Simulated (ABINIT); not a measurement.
A run of ABINIT 10.8.3 (patched build) is set up as follows.

run.abi

```
# Datasets: ground state, then fixed potential
ndtset 2

# Pseudopotentials
pp_dirpath "./"
pseudos "Ru.GGA_PBE-JTH.xml"

# Structure
acell 3*1.0 Angstrom
rprim
     2.7058000000     0.0000000000     0.0000000000
    -1.3529000000     2.3432915376     0.0000000000
     0.0000000000     0.0000000000     4.2819000000
ntypat 1
znucl 44
natom 2
typat 1 1
xred
     0.6666666667     0.3333333333     0.7500000000
     0.3333333333     0.6666666667     0.2500000000

# Plane-wave basis
ecut 15.0
pawecutdg 30.0

# Exchange and correlation
ixc 27

# Bands and occupations
occopt 3
tsmear 0.05 eV

# SCF cycle
nstep 100

# Output
iomode 3
prtwf 0
prteig 0
prtebands 0
prtden1 1

# Dataset 1
kptopt1 1
ngkpt1 11 11 6
nshiftk1 1
shiftk1 0.0 0.0 0.0
nband1 20
tolvrs1 1.0e-9

# Dataset 2: bands along G-M-K-G-A-L-H-A
iscf2 -2
getden2 1
nband2 24
nbdbuf2 2
tolwfr2 1.0e-12
kptopt2 -7
ndivsm2 6
prteig2 1
kptbounds2
     0.0000000000     0.0000000000     0.0000000000
     0.5000000000     0.0000000000     0.0000000000
     0.3333333333     0.3333333333     0.0000000000
     0.0000000000     0.0000000000     0.0000000000
     0.0000000000     0.0000000000     0.5000000000
     0.5000000000     0.0000000000     0.5000000000
     0.3333333333     0.3333333333     0.5000000000
     0.0000000000     0.0000000000     0.5000000000
```

Potentials or basis: JTH PAW PBE v2.0.

Command:

```sh
$ abinit run.abi > log 2>&1
```

**Question.** Estimate the pressure.

**Answer.** -5.6 GPa.

**Question.** Predict the band gap on the k mesh.

**Answer.** None (metal or under the smearing width).

Stress tensor (GPa, compression positive):
```
-5.91  0.00  0.00
 0.00 -5.91  0.00
 0.00  0.00 -5.10
```

Caveat: the PAW data sets were made with another functional, which shifts forces and pressure a little.
